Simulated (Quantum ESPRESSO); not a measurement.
Moving the dispersion correction in GaP

The cell as given:

The structure is cubic, space group F-43m (No. 216). Conventional cell: a = 5.451 Å, b = 5.451 Å, c = 5.451 Å, α = 90.00°, β = 90.00°, γ = 90.00°. Ga (site symmetry -43m) has 4 P at 2.36 Å as nearest neighbours. P (site symmetry -43m) has 4 Ga at 2.36 Å as nearest neighbours.

Kept alike: task relaxation of cell and atoms; functional PBE; k mesh 8 × 8 × 8; occupations fermi-dirac, width 0.05 eV; no spin polarisation. Program: Quantum ESPRESSO, PseudoDojo 0.4.1 SR PBE standard, cutoff 1088 eV. The mesh is that of the run's cell of 2 atoms. No spin-orbit coupling.

| dispersion correction | band gap (eV) | volume (Å³/atom) |
| --- | --- | --- |
| D2 | 1.614 | 19.858 |
| D3(zero) | 1.625 | 20.547 |
| D3(BJ) | 1.647 | 20.266 |
| D3M(BJ) | 1.568 | 19.433 |
| none | 1.566 | 20.872 |
| rVV10 | 1.534 | 20.444 |

Gaps hold for each row's own relaxed cell. The relaxations keep at least the cell's symmetry (F-43m). Relaxations stop with a little pressure left, so the last digits of a volume or edge aren't settled. A gap read on the mesh alone can miss an edge between its points.

**Question.** What does the dispersion correction change here?

**Answer.** The band gap runs from 1.534 (rVV10) to 1.647 eV (D3(BJ)). Measured: 2.34 eV at 10 K (arxiv:1810.01194). Semilocal gaps run low as a rule. The gap moves here only through the cell or the potentials. The volume runs from 19.433 (D3M(BJ)) to 20.872 Å³/atom (none). Against no correction: D2 -4.9 %; D3(zero) -1.6 %; D3(BJ) -2.9 %; D3M(BJ) -6.9 %; rVV10 -2.1 %. Dispersion terms mostly attract and so lower the volume; the schemes' coefficients and damping set how far. Measured: 20.24 Å³/atom (pmc:10995952, doi:10.1021/acs.cgd.3c01337); nearest D3(BJ), 0.03 Å³/atom off. The runs are for a static lattice.
